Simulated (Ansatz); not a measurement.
Take GeO$_{2}$ (space group P3_121, No. 152; a = 5.0935 Å, c = 5.7677 Å) as the base.

Level of theory: Ansatz (a first-principles code) PBE, scalar-relativistic without spin-orbit coupling.

Before the change:

| Item | Result |
|---|---|
| Electron mass | 0.41 mₑ along c, 0.45 mₑ across (at Γ) |
| Smallest direct gap | 3.29 eV |

Perturbation: the cell is scaled by 0.9880 in all directions; the atoms relax in the strained cell.

What does the calculation give for the electron mass, smallest direct gap, mean gap deformation potential ΔEg/Δln V, energy relative to the base and largest internal atomic displacement after the change?

The electron mass changes from 0.41 mₑ along c, 0.45 mₑ across (at Γ) to 0.38 mₑ along c, 0.43 mₑ across (at Γ); the smallest direct gap goes up by 0.042 eV to 3.34 eV; the mean gap deformation potential ΔEg/Δln V amounts to -1.6 eV; the energy increases by 2.3 meV/atom; the largest internal atomic displacement amounts to 0.049 Å.

Effective masses come from finite differences of ±0.01 Å⁻¹. No phonon test of stability was made.
